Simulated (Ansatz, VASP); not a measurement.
**InPd in VASP and in Ansatz**

```
In Pd
1.0
     3.27188    0.00000    0.00000
     0.00000    3.27188    0.00000
     0.00000    0.00000    3.27188
In Pd
1 1
Direct
  0.00000 0.00000 0.00000
  0.50000 0.50000 0.50000
```

The cell comes from a database or a generator and needn't be the stable form of this composition.

Alike in both runs: task single point; functional PBE; k mesh 6 × 6 × 6; occupations gaussian, width 0.1 eV; no spin polarisation.

|  | VASP | Ansatz |
| --- | --- | --- |
| version | VASP 6.6.1 | Ansatz 0.2.0 |
| potentials or method | VASP PAW PBE potentials, release 64 (In_d, Pd) | scalar-relativistic, plane waves, PAW |
| plane-wave cutoff (eV) | 520 | 420 |
| valence electrons in the cell | 23 | 31 |

Ansatz gave:

| Property | Result |
| --- | --- |
| gap on the k mesh at the Fermi level (eV) | none |
| pressure (GPa) | 3.9 |

Q: Estimate VASP's values.

A: gap on the k mesh at the Fermi level (eV): none; pressure (GPa): 4.0.

A gap of «none» marks a metal or a gap that the smearing closes. With one functional, cell and mesh, what is left measures potentials, basis and numerics. The two sets of potentials don't hold the same shells in valence.
